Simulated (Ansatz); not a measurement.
## Calculated with Ansatz: LiCl, vacancy hop by nudged elastic band

The command:

```bash
ansatz run input.yaml --threads 4 --pin off --max-ram 8192MiB --backend cpu --events-out ev --progress --plain --runs-dir out
```

input.yaml:

```yaml
crystal:
  lattice:
    - [0.0, 5.10286762, 5.10286762]
    - [5.10286762, 0.0, 5.10286762]
    - [5.10286762, 5.10286762, 0.0]
  atoms:
    - { symbol: Li, position: [-0.00563913, -0.00134193, 0.00531758] }
    - { symbol: Cl, position: [0.249652, 0.25529117, 0.25264559] }
    - { symbol: Li, position: [0.00523011, 0.00116705, 0.49846243] }
    - { symbol: Cl, position: [0.24625794, 0.25249508, 0.75257272] }
    - { symbol: Cl, position: [0.2505267, 0.75420591, 0.25066979] }
    - { symbol: Li, position: [-0.00118587, 0.5012177, 0.49671913] }
    - { symbol: Cl, position: [0.25277125, 0.7512339, 0.74749921] }
    - { symbol: Li, position: [0.50160263, 0.00374534, -0.00127914] }
    - { symbol: Cl, position: [0.74729224, 0.24612443, 0.25242338] }
    - { symbol: Li, position: [0.49721859, -0.0006551, 0.50237872] }
    - { symbol: Cl, position: [0.75266795, 0.24699185, 0.75134703] }
    - { symbol: Li, position: [0.50847793, 0.50248307, -0.00936157] }
    - { symbol: Cl, position: [0.74753364, 0.75004135, 0.25152255] }
    - { symbol: Li, position: [0.4994794, 0.49560267, 0.50250731] }
    - { symbol: Cl, position: [0.74976021, 0.74636439, 0.74930987] }
kpoints:
  mp_grid: { grid: [3, 3, 3] }
magnetization:
  spin_polarized: false
scf:
  occupations: { method: cold, width: 0.15 }
hamiltonian:
  pseudopotentials: { kind: paw }
  xc: pbe
basis:
  ecutwfc: 420
neb:
  images: 5
  relax_end_points: true
  climbing: true
  f_tol: 0.1
  max_iterations: 40
  order_check: false
  final_atoms:
    - { symbol: Li, position: [0.00253142, -0.50179168, 0.00139508] }
    - { symbol: Cl, position: [0.249652, 0.25529117, 0.25264559] }
    - { symbol: Li, position: [0.00523011, 0.00116705, 0.49846243] }
    - { symbol: Cl, position: [0.24625794, 0.25249508, 0.75257272] }
    - { symbol: Cl, position: [0.2505267, 0.75420591, 0.25066979] }
    - { symbol: Li, position: [-0.00118587, 0.5012177, 0.49671913] }
    - { symbol: Cl, position: [0.25277125, 0.7512339, 0.74749921] }
    - { symbol: Li, position: [0.50160263, 0.00374534, -0.00127914] }
    - { symbol: Cl, position: [0.74729224, 0.24612443, 0.25242338] }
    - { symbol: Li, position: [0.49721859, -0.0006551, 0.50237872] }
    - { symbol: Cl, position: [0.75266795, 0.24699185, 0.75134703] }
    - { symbol: Li, position: [0.50847793, 0.50248307, -0.00936157] }
    - { symbol: Cl, position: [0.74753364, 0.75004135, 0.25152255] }
    - { symbol: Li, position: [0.4994794, 0.49560267, 0.50250731] }
    - { symbol: Cl, position: [0.74976021, 0.74636439, 0.74930987] }
```

Origin of the cell: a database entry, scaled a little.

The cell is 2×2×2 cells of LiCl with one Li taken out; atom 1 (Li) hops into the empty site, 3.60 Å away before the end points are relaxed. All atoms were shaken by about 0.02 Å first.

Output (shortened):

```
SCF iter   1: F=—  HF=-10093.208872 eV  Δρ=1.82e-3  dr2=1.35e-2
SCF iter   2: F=—  HF=-10093.205690 eV  S|Δr|=    0.00e0  Δρ=9.77e-4  dr2=5.14e-3
SCF iter   3: F=—  HF=-10093.204617 eV  S|Δr|=    0.00e0  Δρ=3.54e-4  dr2=4.90e-4
[… 2 lines left out …]
SCF iter   6: F=—  HF=-10093.204194 eV  S|Δr|=    0.00e0  Δρ=2.08e-5  dr2=2.67e-6
SCF iter   7: F=—  HF=-10093.204195 eV  S|Δr|=    0.00e0  Δρ=7.47e-6  dr2=3.35e-7
SCF iter   8: F=-10093.204196 eV  HF=-10093.204196 eV  S|Δr|=    0.00e0  Δρ=2.83e-6  dr2=5.61e-8
NEB iter   1: max|band force component| = 2.681e0 eV/Å  barrier→ = 1.6236 eV  barrier← = 1.6236 eV  Δτ_max = 0.0947 Å  (63 SCF iters)
NEB iter   2: max|band force component| = 1.567e0 eV/Å  barrier→ = 1.0424 eV  barrier← = 1.0424 eV  Δτ_max = 0.1573 Å  (42 SCF iters)
NEB iter   3: max|band force component| = 1.736e-1 eV/Å  barrier→ = 0.6626 eV  barrier← = 0.6626 eV  CI = image 3  Δτ_max = 0.0865 Å  (43 SCF iters)
NEB iter   4: max|band force component| = 4.654e-2 eV/Å  barrier→ = 0.6192 eV  barrier← = 0.6192 eV  CI = image 3  Δτ_max = 0.0240 Å  (38 SCF iters)
NEB iter   5: max|band force component| = 4.367e-2 eV/Å  barrier→ = 0.6125 eV  barrier← = 0.6125 eV  CI = image 3  Δτ_max = 0.0000 Å  (7 SCF iters)
--- NEB band (7 images, 5 band iterations, 193 SCF iterations, 38 more in tests of the images' electronic states and relaxations of end points) ---
  forward barrier  = 0.612536 eV
  backward barrier = 0.612506 eV
  lagrangian_above_aufbau_ev (what the smearing adds, to first order; not taken off the barriers): saddle image -0.010084 eV, end points -0.015907 and -0.015895 eV
  climbing image's point = of an order that was not read
  energies are F+E_penalty+E_count in eV, relative to image 0
  image     s (Å)  Δ vs image 0  max|band force component| (eV/Å)
      0    0.0000      0.000000                                 —
      1    0.6386      0.113427                          2.372e-2
      2    1.2774      0.400091                          4.367e-2
  *   3    1.9128      0.612536                          1.908e-2
      4    2.5488      0.399627                          4.338e-2
      5    3.1879      0.113043                          2.349e-2
      6    3.8269      0.000030                                 —
```

The converged band:

| image | path over all atoms (Å) | ΔF (eV) | Li x | y | z (Å) |
| --- | --- | --- | --- | --- | --- |
| 0 | 0.00 | 0.000 | 0.00 | 0.00 | 0.00 |
| 1 | 0.64 | 0.113 | -0.40 | 0.00 | -0.40 |
| 2 | 1.28 | 0.400 | -0.83 | 0.00 | -0.82 |
| 3 | 1.91 | 0.613 | -1.27 | 0.00 | -1.27 |
| 4 | 2.55 | 0.400 | -1.72 | 0.00 | -1.72 |
| 5 | 3.19 | 0.113 | -2.15 | 0.00 | -2.15 |
| 6 | 3.83 | 0.000 | -2.55 | 0.00 | -2.55 |

Relaxed start, forces in eV/Å:

```xyz
15
Lattice="0.000 5.103 5.103 5.103 0.000 5.103 5.103 5.103 0.000" Properties=species:S:1:pos:R:3:forces:R:3 pbc="T T T" image=0
Li    0.005    0.001    0.000   -0.002    0.001    0.002
Cl    2.555    2.590    2.555   -0.002   -0.002   -0.001
Li    2.554    2.554    0.003    0.000   -0.001   -0.001
Cl    5.069    5.105    2.554    0.003   -0.002   -0.002
Cl    5.106    2.553    5.105   -0.001    0.001    0.001
Li    5.103    2.551    2.552    0.002    0.002    0.002
Cl    7.658    5.105    5.143   -0.001    0.000   -0.003
Li    0.003    2.554    2.554    0.000   -0.001   -0.001
Cl    2.555    5.105    5.067   -0.001   -0.001    0.003
Li    2.554    5.104    2.554    0.001    0.000    0.000
Cl    5.105    7.656    5.104    0.001    0.001    0.002
Li    2.552    2.554    5.110    0.003    0.000   -0.004
Cl    5.143    5.104    7.656   -0.001   -0.001   -0.001
Li    5.107    5.103    5.104   -0.001    0.001    0.000
Cl    7.656    7.618    7.656    0.001    0.003    0.002
```

Highest image (3), forces in eV/Å:

```xyz
15
Lattice="0.000 5.103 5.103 5.103 0.000 5.103 5.103 5.103 0.000" Properties=species:S:1:pos:R:3:forces:R:3 pbc="T T T" image=3
Li   -1.274    0.003   -1.272    0.000    0.001   -0.001
Cl    2.604    2.450    2.606    0.005   -0.014    0.005
Li    2.458    2.440    0.099    0.018    0.019   -0.019
Cl    5.054    5.105    2.606   -0.008    0.000    0.008
Cl    5.054    2.450    5.056   -0.004   -0.015   -0.005
Li    5.200    2.666    2.460   -0.018   -0.018    0.018
Cl    7.437    5.105    5.325   -0.013    0.000    0.013
Li    0.098    2.441    2.460   -0.019    0.018    0.018
Cl    2.605    5.105    5.055    0.008    0.000   -0.008
Li    2.633    5.105    2.634   -0.006    0.000   -0.006
Cl    5.054    7.760    5.056   -0.005    0.014   -0.004
Li    2.458    2.667    5.202    0.018   -0.018   -0.018
Cl    5.324    5.105    7.439    0.012   -0.001   -0.012
Li    5.025    5.106    5.027    0.006    0.000    0.005
Cl    7.707    7.760    7.708    0.004    0.014    0.005
```

Relaxed end, forces in eV/Å:

```xyz
15
Lattice="0.000 5.103 5.103 5.103 0.000 5.103 5.103 5.103 0.000" Properties=species:S:1:pos:R:3:forces:R:3 pbc="T T T" image=6
Li   -2.553    0.004   -2.546    0.003    0.000   -0.001
Cl    2.553    2.554    2.556   -0.002    0.001    0.002
Li    2.551    2.555    0.006    0.003   -0.001   -0.001
Cl    5.104    5.106    2.594    0.000   -0.001   -0.006
Cl    5.105    2.592    5.107   -0.001   -0.003    0.002
Li    5.102    2.552    2.558    0.002    0.002   -0.002
Cl    7.619    5.105    5.107    0.002    0.001    0.001
Li    0.001    2.556    2.557    0.001   -0.002   -0.001
Cl    2.592    5.106    5.108   -0.007    0.000    0.000
Li    2.553    5.106    2.557    0.000    0.000   -0.001
Cl    5.105    7.618    5.107   -0.002    0.006    0.003
Li    2.550    2.557    5.112    0.003   -0.002   -0.005
Cl    5.105    5.106    7.621   -0.001   -0.001    0.004
Li    5.104    5.104    5.106    0.001    0.001    0.002
Cl    7.656    7.657    7.658   -0.002    0.001    0.002
```

Barrier of this path: 0.61 eV forwards, 0.61 eV backwards, after 5 band iterations.

Caveats: no moments, though an odd count or open d shells may carry them; the k mesh is coarse if the cell is a metal; a small cell with a neutral vacancy and no spin, whose shape can make like sites unlike; the cell is held at a rescaled volume, and strain moves barriers; the hop was drawn among near neighbours and need not be the easiest path; few images and a loose tolerance, and neither the top nor the ends were tested for their order.

Time: 3.1 min on 4 threads of Arm Neoverse V1 (shared host), peak memory 1.5 GiB, from the program's own first density.
